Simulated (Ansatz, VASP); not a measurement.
# One calculation of Al2Pt, two programs

INCAR

```
  ALGO = Normal
  EDIFF = 1E-8
  ENCUT = 520
  GGA = PE
  ISIF = 2
  ISMEAR = -1
  LASPH = T
  LCHARG = F
  LEFG = T
  LREAL = F
  LWAVE = F
  NBANDS = 15
  NELM = 60
  PREC = Accurate
  SIGMA = 0.05
```

File KPOINTS:

```
k-points
0
Gamma
  9 9 9
```

POSCAR

```
Al2Pt
1.0
    0.0000000000      2.9550000000      2.9550000000
    2.9550000000      0.0000000000      2.9550000000
    2.9550000000      2.9550000000      0.0000000000
Al Pt
2 1
Direct
    0.2500000000      0.2500000000      0.2500000000
    0.7500000000      0.7500000000      0.7500000000
    0.0000000000      0.0000000000      0.0000000000
```

Input for Ansatz:

```yaml
crystal:
  lattice:
    - [0.0, 2.955, 2.955]
    - [2.955, 0.0, 2.955]
    - [2.955, 2.955, 0.0]
  atoms:
    - { symbol: Al, position: [0.25, 0.25, 0.25] }
    - { symbol: Al, position: [0.75, 0.75, 0.75] }
    - { symbol: Pt, position: [0.0, 0.0, 0.0] }
kpoints:
  mp_grid: { grid: [9, 9, 9] }
scf:
  occupations: { method: fermi_dirac, width: 0.05 }
hamiltonian:
  xc: pbe
  pseudopotentials: { kind: all_electron, datasets: crystal }
output:
  forces: true
  stress: true
  eigenvalues: true
  efg: { contact_densities: true }
```

Change from the starting cell: shortest bond scaled by 1, crystal datasets.

Alike in both runs: task electric field gradients; functional PBE; k mesh 9 × 9 × 9; occupations fermi-dirac, width 0.05 eV; no spin polarisation.

```csv
,VASP,Ansatz
version,VASP 6.6.1,Ansatz 0.2.0
potentials or method,"VASP PAW PBE potentials, release 64 (Al, Pt)","all-electron PAW with datasets made for the crystal, scalar-relativistic"
plane-wave cutoff (eV),520,see its input
```

Ansatz gave:

```
pressure (GPa)                                                 : 2.4
Vzz of the field gradient on the site that differs most (V/Å²) : 0.0
```

What did VASP give for the same quantities?

Pressure (GPa): 2.2; Vzz of the field gradient on the site that differs most (V/Å²): 0.0.

Ansatz ran all-electron here, so the differences hold the error of VASP's frozen core and of both bases. Ansatz warned: «gradients_without_spin_orbit».

Spin-orbit coupling is left out, which matters for the levels of Pt.
